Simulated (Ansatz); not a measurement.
# ZrC under changes of volume

One of the cells (13.228 Å³/atom); the others are scaled copies at fixed shape and fractional positions:

```xyz
2
Lattice="0.0000 2.3650 2.3650 2.3650 0.0000 2.3650 2.3650 2.3650 0.0000" Properties=species:S:1:pos:R:3 pbc="T T T"
Zr    2.3650    2.3650    2.3650
C     0.0000    0.0000    0.0000
```

```yaml
Program: Ansatz 0.2.0
Functional: PBE
Potentials_or_basis: all-electron LAPW, scalar-relativistic
Cutoff: 274 eV (chosen from the basis error)
Basis_error_allowed: 0.0005 eV/atom
k_mesh: 10 × 10 × 10
Occupations: fermi-dirac, width 0.05 eV
Spin: no spin polarisation
```

| volume (Å³/atom) | energy over the lowest point (meV/atom) | pressure (GPa) |
| --- | --- | --- |
| 12.434 | 21.62 | 11.9 |
| 12.699 | 6.55 | 6.5 |
| 12.963 | 0.00 | 1.6 |
| 13.228 | 1.15 | -2.9 |
| 13.493 | ? | ? |
| 13.757 | 23.61 | -10.5 |
| 14.022 | 43.63 | -13.7 |

Question: What does the run at 13.493 Å³/atom give?

Answer: Energy over the lowest point 9.25 meV/atom; pressure -6.9 GPa.

Worked out: A Birch-Murnaghan fit of order 3 (a polynomial in V^(-2/3)) to the other rows has its minimum at 13.05 Å³/atom with B0 = V·E''(V) = 222 GPa and B' = 4.1. It gives 9.27 meV/atom at 13.493 Å³/atom, against the run's 9.25, and -dE/dV = -6.9 GPa, against -6.9.

Energies are extrapolated to zero smearing.
